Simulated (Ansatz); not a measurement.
Crystal: EuS.

```
Eu S
1.0
     0.00000    2.97850    2.97850
     2.97850    0.00000    2.97850
     2.97850    2.97850    0.00000
Eu S
1 1
Direct
  0.00000 0.00000 0.00000
  0.50000 0.50000 0.50000
```

| Item | Value |
| --- | --- |
| Program | Ansatz 0.2.0 |
| Task | relaxation of cell and atoms |
| Functional | BLYP |
| Dispersion | D3(BJ) |
| Potentials or basis | Ansatz PAW |
| Cutoff | 420 eV (not typed: the program's choice for these potentials) |
| k mesh | 8 × 8 × 8 |
| Occupations | fermi-dirac, width 0.05 eV |
| Spin | collinear spin, ferromagnetic start |
| Starting moments | [7.0, 0.0] μB |

At the start: volume 26.42 Å³/atom.

**Question.** Where does the relaxation end?

**Answer.** It ends after 5 steps and the volume is 24.19 Å³/atom (-8.5 %); space group Fm-3m (No. 225, to 0.05 Å); moment 6.94 μB per cell.

The path:
| step | energy change (eV) | largest force (eV/Å) | volume (Å³) |
| --- | --- | --- | --- |
| 1 | 0.0000 | 0.0000 | 52.85 |
| 2 | -0.0586 | 0.0000 | 47.07 |
| 3 | -0.0641 | 0.0000 | 48.57 |
| 4 | -0.0643 | 0.0000 | 48.38 |
| 5 | -0.0625 | 0.0000 | 48.38 |

Final structure:
```xyz
2
Lattice="0.0000 2.8921 2.8921 2.8921 0.0000 2.8921 2.8921 2.8921 0.0000" Properties=species:S:1:pos:R:3 pbc="T T T"
Eu    0.0000    0.0000    0.0000
S     2.8921    2.8921    2.8921
```

Caveat: the plane-wave basis is chosen anew once the cell has moved, so the energies of steps on either side of that aren't comparable; a cell with one magnetic atom can't hold antiferromagnetic order, which such compounds often take; without U or exact exchange the open f shell lies at the Fermi level, which spoils levels, moments and volumes; the PAW data sets come from PBE, with cores solved anew for the run's functional, which leaves a small shift of forces and pressure.
